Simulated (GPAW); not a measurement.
The system is AlNi3.

```xyz
4
Lattice="0.0000 2.8019 2.8019 2.8019 0.0000 2.8019 2.8019 2.8019 0.0000" Properties=species:S:1:pos:R:3 pbc="T T T"
Ni    4.2028    4.2028    4.2028
Ni    0.0000    0.0000    0.0000
Ni    1.4009    1.4009    1.4009
Al    2.8019    2.8019    2.8019
```

The cell comes from a database or a generator and needn't be the stable form of this composition.

Base run:

| Property | Result |
| --- | --- |
| Program | GPAW 26.7.0 |
| Functional | PBEsol |
| Potentials or basis | PAW data sets generated in the run's folder for this functional |
| Cutoff | 600 eV |
| Basis | pw |
| k mesh | 7 × 7 × 7 |
| Occupations | fermi-dirac, width 0.05 eV |
| Spin | collinear spin, ferromagnetic start |
| Starting moments | [1.0, 1.0, 1.0, 0.0] μB |
| Hubbard terms | Ni d U = 2 eV |

Its results: pressure -1.2 GPa; net moment 0.00 μB per cell.

Task: The run is repeated on the same cell with these changes: hubbard terms from Ni d U = 2 eV to Ni d U = 3 eV. What comes out?

Result: Pressure -2.3 GPa; net moment 0.12 μB per cell; site moments Ni -0.05, +0.24; Al -0.00 μB.

Caveats: the stock nickel data set gives pressures a few GPa off other programs; the U is typed as a test and isn't derived for this compound.

Not every run made on this cell is shown here.
